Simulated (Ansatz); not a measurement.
# GaSe: the cost of one run

Computed with Ansatz 0.2.0 (DFT PBEsol, scalar-relativistic, plane waves, PAW, unless a step's input says otherwise).

2 further runs of the same task are left out: 2 set aside as unsound or not needed.

## Step 1: The system as given

Symmetry: P6_3/mmc, No. 194, hexagonal system. The conventional cell has a = 3.746 Å, b = 3.746 Å, c = 16.384 Å, α = 90.00°, β = 90.00°, γ = 120.00°. Around Ga (site symmetry 3m) lie 1 Ga at 2.43 Å and 3 Se at 2.46 Å. Around Se (site symmetry 3m) lie 3 Ga at 2.46 Å.

Structure file:

```cif
data_structure
_symmetry_space_group_name_H-M 'P 1'
_symmetry_Int_Tables_number 1
_cell_length_a 3.7456
_cell_length_b 3.7456
_cell_length_c 16.3841
_cell_angle_alpha 90.000
_cell_angle_beta 90.000
_cell_angle_gamma 60.000
_cell_volume 199.07
loop_
_atom_site_label
_atom_site_type_symbol
_atom_site_fract_x
_atom_site_fract_y
_atom_site_fract_z
_atom_site_occupancy
Ga1 Ga 0.33333 0.33333 0.17578 1
Ga2 Ga 0.66667 0.66667 0.67578 1
Ga3 Ga 0.33333 0.33333 0.32422 1
Ga4 Ga 0.66667 0.66667 0.82422 1
Se1 Se 0.33333 0.33333 0.60419 1
Se2 Se 0.66667 0.66667 0.10419 1
Se3 Se 0.33333 0.33333 0.89581 1
Se4 Se 0.66667 0.66667 0.39581 1
```

It is the result of an earlier relaxation at this level (volume 24.88 Å³/atom; gap on the mesh: 1.06 eV).

## Step 2: Zero of the scan

File input.yaml:

```yaml
crystal:
  lattice:
    - [-3.7456068637, 0.0, 0.0]
    - [-1.8728034318, -3.2437906965, 0.0]
    - [0.0, 0.0, 16.3840666543]
  atoms:
    - { symbol: Ga, position: [0.3333333333, 0.3333333333, 0.1757799495] }
    - { symbol: Ga, position: [0.6666666667, 0.6666666667, 0.6757799495] }
    - { symbol: Ga, position: [0.3333333333, 0.3333333333, 0.3242200505] }
    - { symbol: Ga, position: [0.6666666667, 0.6666666667, 0.8242200505] }
    - { symbol: Se, position: [0.3333333333, 0.3333333333, 0.6041925173] }
    - { symbol: Se, position: [0.6666666667, 0.6666666667, 0.1041925173] }
    - { symbol: Se, position: [0.3333333333, 0.3333333333, 0.8958074827] }
    - { symbol: Se, position: [0.6666666667, 0.6666666667, 0.3958074827] }
basis:
  ecutwfc: 420
kpoints:
  mp_grid: { grid: [8, 8, 2] }
hamiltonian:
  xc: pbesol
scf:
  occupations: { method: gaussian, width: 0.05 }
output:
  forces: true
  stress: true
  eigenvalues: true
```

Command:

```console
ansatz run input.yaml --threads 2 --pin off --max-ram 5120MiB --backend cpu --events-out ev --progress --plain --runs-dir out
```

Q: Estimate wall time and peak memory on 2 threads of Intel Xeon at 2.80GHz (Skylake/Cascade Lake), shared host.

About 5 s, with a peak of 0.68 GiB.
